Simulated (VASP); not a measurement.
# H (I4/mmm) in VASP: notebook

One crystal, H, is run at these levels: PBE; tasks: single point.

All numbers are computed with VASP 6.6.1; they aren't measurements. Logs are shortened: lines on timing, memory, paths and dates and some standing lists are left out, and cuts for length are marked.

### 1 The crystal as given

The structure is tetragonal, space group I4/mmm (No. 139). Conventional cell: a = 3.383 Å, b = 3.383 Å, c = 4.117 Å, α = 90.00°, β = 90.00°, γ = 90.00°. Around H (site symmetry 4mm) lie 1 H at 0.74 Å.

### 2 Single point, PBE

The input, INCAR:

```
SYSTEM = H
PREC = Normal
ENCUT = 450
EDIFF = 1E-4
ISMEAR = 1
SIGMA = 0.2
LREAL = Auto
LASPH = .True.
NELM = 100
ALGO = Normal
ISIF = 2
LWAVE = .False.
LCHARG = .False.
GGA = PE
NBANDS = 8
ADDGRID = .False.
```

The input, KPOINTS:

```
regular mesh
0
Gamma
  6 6 6
  0 0 0
```

The input, POSCAR:

```
H
1.0
   -1.6915344700      1.6915344700      2.0584739900
    1.6915344700     -1.6915344700      2.0584739900
    1.6915344700      1.6915344700     -2.0584739900
H
2
Direct
    0.0901377100      0.0901377100      0.0000000000
    0.9098622900      0.9098622900      0.0000000000
```

Potentials or basis: VASP PAW PBE potentials, release 64 (H).

On the command line:

```sh
$ cat potpaw_PBE.64/H/POTCAR > POTCAR
$ mpirun -np 1 vasp_std > vasp.out
```

OUTCAR:

```text
SYSTEM = H
   PREC = Normal
   ENCUT = 450
   EDIFF = 1E-4
   ISMEAR = 1
   LREAL = Auto
   LASPH = .True.
   NELM = 100
   ISIF = 2
   GGA = PE

 Found     30 irreducible k-points:

 Following reciprocal coordinates:
            Coordinates               Weight
  0.000000  0.000000  0.000000      1.000000
  0.166667 -0.000000  0.000000      8.000000
  0.333333 -0.000000  0.000000      8.000000
  0.500000 -0.000000  0.000000      4.000000
  0.166667  0.166667  0.000000      8.000000
  0.333333  0.166667  0.000000     16.000000
   k-points           NKPTS =     30   k-points in BZ     NKDIM =     30   number of bands    NBANDS=      8
   number of dos      NEDOS =    301   number of ions     NIONS =      2
   total plane-waves  NPLWV =   4096
   dimension x,y,z NGX =    16 NGY =   16 NGZ =   16
   dimension x,y,z NGXF=    32 NGYF=   32 NGZF=   32
   ions per type =               2
   NGX,Y,Z   is equivalent  to a cutoff of   8.43,  8.43,  8.43 a.u.
   NGXF,Y,Z  is equivalent  to a cutoff of  16.86, 16.86, 16.86 a.u.
 SYSTEM =  H
   PREC   = normal    normal or accurate (medium, high low for compatibility)
   ISTART =      0    job   : 0-new  1-cont  2-samecut
   ICHARG =      2    charge: 1-file 2-atom 10-const
   ISPIN  =      1    spin polarized calculation?
   LNONCOLLINEAR =      F non collinear calculations
   LSORBIT =      F    spin-orbit coupling
   LASPH  =      T    aspherical Exc in radial PAW
   ENCUT  =  450.0 eV  33.07 Ry    5.75 a.u.   5.46  5.46  5.46*2*pi/ulx,y,z
   NELM   =    100;   NELMIN=  2; NELMDL= -5     # of ELM steps
   EDIFF  = 0.1E-03   stopping-criterion for ELM
   LREAL  =      T    real-space projection
   EDIFFG = 0.1E-02   stopping-criterion for IOM
   NSW    =      0    number of steps for IOM
   IBRION =     -1    ionic relax: 0-MD 1-quasi-New 2-CG
   NFREE  =      0    steps in history (QN), initial steepest desc. (CG)
   ISIF   =      2    stress and relaxation
   ISYM   =      2    0-nonsym 1-usesym 2-fastsym
   POTIM  = 0.5000    time-step for ionic-motion
   TEBEG  =    0.0;   TEEND  =   0.0 temperature during run
   PSTRESS=    0.0 pullay stress
   NELECT =       2.0000    total number of electrons
   NUPDOWN=      -1.0000    fix difference up-down
   EMIN   =  10.00;   EMAX   =-10.00  energy-range for DOS
   EFERMI =   0.00;   METHOD = LEGACY
   ISMEAR =     1;   SIGMA  =   0.20  broadening in eV -4-tet -1-fermi 0-gaus
   EFERMI_NEDOS =   21; number of points for ismear=-14 and -15
   IALGO  =     38    algorithm
   IMIX   =      4    mixing-type and parameters
     AMIX     =   0.40;   BMIX     =  1.00
     AMIX_MAG =   1.60;   BMIX_MAG =  1.00
  volume/ion in A,a.u.               =      11.78        79.49
  Fermi-wavevector in a.u.,A,eV,Ry     =   0.719497  1.359653  7.043413  0.517676
  Thomas-Fermi vector in A             =   1.808708
   LORBIT       =      0    0 simple, 1 ext, 2 COOP (PROOUT), +10 PAW based schemes
   GGA     = PE    functional components
   LHFCALC =     F    Hartree Fock is set to
   AEXX    =    0.0000 exact exchange contribution
   IVDW    =     0    specifies the selected vdW correction
   LEPSILON=     F    determine dielectric tensor
   LRPA    =     F    only Hartree local field effects (RPA)
 non-spin polarized calculation
 Methfessel and Paxton  Order N= 1 SIGMA  =   0.20
  energy-cutoff  :      450.00
  volume of cell :       23.56
 maximum number of plane-waves:       526
   NGX = 11   NGY = 11   NGZ = 11

 number of electron       2.0000004 magnetization

 Free energy of the ion-electron system (eV)
  ---------------------------------------------------
  ext. energy  EPLUGINS =         0.00000000
  ---------------------------------------------------
  free energy    TOTEN  =        -6.77620996 eV

  energy without entropy =       -6.77749631  energy(sigma->0) =       -6.77663874

 E-fermi :  -8.1255     XC(G=0):  -5.3484

 val. band max:       -8.1543736509   @ k =   0.5000   0.5000   0.5000
 cond. band min:       0.7770204541   @ k =   0.5000  -0.0000   0.0000
 fundamental gap:      8.9313941050
 Fermi energy:        -8.1255009446

 k-point     1 :       0.0000    0.0000    0.0000
  band No.  band energies     occupation
      1     -10.5231      2.00000
      2       5.4426      0.00000
      3       8.9349      0.00000
      4      15.3797      0.00000
      5      15.3798      0.00000
      6      17.4491      0.00000
      7      17.4498      0.00000
      8      18.9844      0.00000

 k-point     2 :       0.1667   -0.0000    0.0000
  band No.  band energies     occupation
      1     -10.1978      2.00000
      2       4.0857      0.00000
      3       9.3882      0.00000
      4      12.8732      0.00000
      5      13.8734      0.00000
      6      17.7425      0.00000
      7      18.1951      0.00000
      8      18.5939      0.00000

 k-point     3 :       0.3333   -0.0000    0.0000
  band No.  band energies     occupation
      1      -9.4323      2.00000
      2       1.8567      0.00000
      3       9.2733      0.00000
      4      10.8949      0.00000
      5      12.5798      0.00000
      6      15.8219      0.00000
      7      17.2423      0.00000
      8      19.8220      0.00000

 k-point     4 :       0.5000   -0.0000    0.0000
  band No.  band energies     occupation
      1      -8.9630      2.00000
      2       0.7770      0.00000
      3       8.8061      0.00000
      4      10.6352      0.00000
      5      12.1601      0.00000
      6      15.0820      0.00000
      7      17.6811      0.00000
      8      18.0610      0.00000

 k-point     5 :       0.1667    0.1667    0.0000
  band No.  band energies     occupation
      1      -9.6811      2.00000
      2       2.5754      0.00000
      3       9.2438      0.00000
      4      10.5719      0.00000
      5      13.5834      0.00000
      6      16.5584      0.00000
      7      18.0461      0.00000
      8      20.3454      0.00000

 k-point     6 :       0.3333    0.1667    0.0000
  band No.  band energies     occupation
      1      -8.9983      2.00000
      2       1.3830      0.00000
      3       6.9069      0.00000
      4      10.2253      0.00000
      5      12.9258      0.00000
      6      16.0981      0.00000
      7      18.3905      0.00000
      8      20.7423      0.00000

 [... further k-points ...]

------------------------ aborting loop because EDIFF is reached ----------------------------------------

  FORCE on cell =-STRESS in cart. coord.  units (eV):
  Direction    XX          YY          ZZ          XY          YZ          ZX
  --------------------------------------------------------------------------------------
  -------------------------------------------------------------------------------------
  Total       -0.0126726     -0.0126726      0.1775302      0.0000000      0.0000000      0.0000000
  in kB       -0.8618025     -0.8618025     12.0730146      0.0000000      0.0000000      0.0000000
  external PRESSURE =       3.4498032 kB  Pullay stress =       0.0000000 kB

 VOLUME and BASIS-vectors are now :
 -----------------------------------------------------------------------------
  energy-cutoff  :      450.00
  volume of cell :       23.56
      direct lattice vectors                 reciprocal lattice vectors
    -1.691534470  1.691534470  2.058473990     0.000000000  0.295589602  0.242898381
     1.691534470 -1.691534470  2.058473990     0.295589602  0.000000000  0.242898381
     1.691534470  1.691534470 -2.058473990     0.295589602  0.295589602  0.000000000

 POSITION                                       TOTAL-FORCE (eV/Angst)
 -----------------------------------------------------------------------------------
      0.00000      0.00000      0.37109        -0.000000     -0.000000      0.276908
      0.00000      0.00000      3.74586         0.000000      0.000000     -0.276908
 -----------------------------------------------------------------------------------
    total drift:                                0.000000     -0.000000      0.000000

  FREE ENERGIE OF THE ION-ELECTRON SYSTEM (eV)
  ---------------------------------------------------
  free  energy   TOTEN  =        -6.7762099582 eV

  energy  without entropy=       -6.7774963080  energy(sigma->0) =       -6.77663874
```

Run time: 2.3 s. Hardware: 1 thread of Intel Xeon Platinum 8259CL at 2.50GHz (Skylake/Cascade Lake), shared host; peak memory 0.1 GiB.

These settings aren't checked as converged: the numbers below hold their error.

Results:

- Free energy: -6.7762 eV
- Pressure: 0.3 GPa
- Largest force: 0.277 eV/Å
- Band gap on the k mesh: 8.93 eV, indirect (least direct gap 9.74 eV)

Caveat: the k mesh is coarse (spacing up to 0.44 Å⁻¹), so the values aren't converged.

### 3 Single point, PBE

The input, INCAR:

```
SYSTEM = H
PREC = Accurate
ENCUT = 700
EDIFF = 1E-6
ISMEAR = 1
SIGMA = 0.2
LREAL = .False.
LASPH = .True.
NELM = 100
ALGO = Normal
ISIF = 2
LWAVE = .False.
LCHARG = .False.
GGA = PE
NBANDS = 8
ADDGRID = .False.
```

The input, KPOINTS:

```
regular mesh
0
Gamma
  5 5 5
  0 0 0
```

POSCAR is that of step 2.

Potentials or basis: VASP PAW PBE potentials, release 64 (H).

On the command line:

```sh
$ cat potpaw_PBE.64/H/POTCAR > POTCAR
$ mpirun -np 1 vasp_std > vasp.out
```

Wall time 6 s (1 thread of Intel Xeon Platinum 8259CL at 2.50GHz (Skylake/Cascade Lake), shared host); peak memory 0.14 GiB.

These settings aren't checked as converged: the numbers below hold their error.

Results:

| Property | Result |
| --- | --- |
| Free energy | -6.7829 eV |
| Pressure | 0.8 GPa |
| Largest force | 0.256 eV/Å |
| Band gap on the k mesh | 9.48 eV, indirect (least direct gap 10.16 eV) |

Caveat: the k mesh is coarse (spacing up to 0.53 Å⁻¹), so the values aren't converged; an odd mesh through Γ misses points on the zone boundary, where band edges often lie.

### 4 The reference run

An earlier run on the cell as given: functional PBE; potentials or basis VASP PAW PBE potentials, release 64 (H); cutoff 520 eV; k mesh 11 × 11 × 11; occupations fermi-dirac, width 0.05 eV; no spin polarisation.

- Pressure: 0.6 GPa
- Largest force: 0.264 eV/Å
- Band gap on the k mesh: 9.05 eV, indirect (least direct gap 9.84 eV)
